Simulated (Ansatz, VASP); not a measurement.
**SnO2 in VASP and in Ansatz**

File INCAR:

```
SYSTEM = SnO2
ALGO = Normal ; EDIFF = 1E-6
ENCUT = 520 ; GGA = PE
ISIF = 2 ; ISMEAR = -1
LASPH = .True. ; LCHARG = .False.
LREAL = .False. ; LWAVE = .False.
NELM = 100 ; PREC = Accurate
SIGMA = 0.05
```

Contents of KPOINTS:

```
k-points
0
Gamma
  10 10 10
  0 0 0
```

POSCAR

```
SnO2
1.0
    1.6332640060      0.9429654135      4.8005925840
   -1.6332640060      0.9429654135      4.8005925840
    0.0000000000     -1.8859308270      4.8005925840
Sn O
1 2
Direct
    0.5000000000      0.5000000000      0.5000000000
    0.7628300000      0.7628300000      0.7628300000
    0.2371700000      0.2371700000      0.2371700000
```

The input input.yaml:

```yaml
crystal:
  lattice:
    - [1.633264006, 0.9429654135, 4.800592584]
    - [-1.633264006, 0.9429654135, 4.800592584]
    - [0.0, -1.885930827, 4.800592584]
  atoms:
    - { symbol: Sn, position: [0.5, 0.5, 0.5] }
    - { symbol: O, position: [0.76283, 0.76283, 0.76283] }
    - { symbol: O, position: [0.23717, 0.23717, 0.23717] }
hamiltonian:
  xc: pbe
  pseudopotentials: { kind: paw }
kpoints:
  mp_grid: { grid: [10, 10, 10] }
scf:
  occupations: { method: fermi_dirac, width: 0.05 }
output:
  forces: true
  stress: true
  eigenvalues: true
  write_density: true
  write_potential: true
  elf: true
  volumetric_format: npy
```

Change from the starting cell: strain = 0.01.

Alike in both runs: task single point; functional PBE; k mesh 10 × 10 × 10; occupations fermi-dirac, width 0.05 eV; no spin polarisation.

|  | VASP | Ansatz |
| --- | --- | --- |
| version | VASP 6.6.1 | Ansatz 0.2.0 |
| potentials or method | VASP PAW PBE potentials, release 64 (Sn_d, O) | Ansatz PAW |
| plane-wave cutoff (eV) | 520 | 420 |
| valence electrons in the cell | 26 | 26 |

|  | VASP | Ansatz | Ansatz less VASP |
| --- | --- | --- | --- |
| gap on the k mesh at the Fermi level (eV) | 1.73 | 1.75 | +0.023 |
| least direct gap on the mesh (eV) | 1.81 | 1.83 | +0.018 |
| pressure (GPa) | -3.3 | -3.7 | -0.48 |
| largest component of the traceless stress (GPa) | 1.26 | 1.59 | +0.332 |
| rms of the force components (eV/Å) | 0.122 | 0.143 | +0.0217 |

Atom by atom the forces differ by 0.022 eV/Å (rms over components).

Caveats: spin-orbit coupling is left out, which moves the levels of the heavy elements; the pressure holds a Pulay correction of +0.7 GPa for the finite cutoff (Ansatz). A k mesh can miss the band edges.
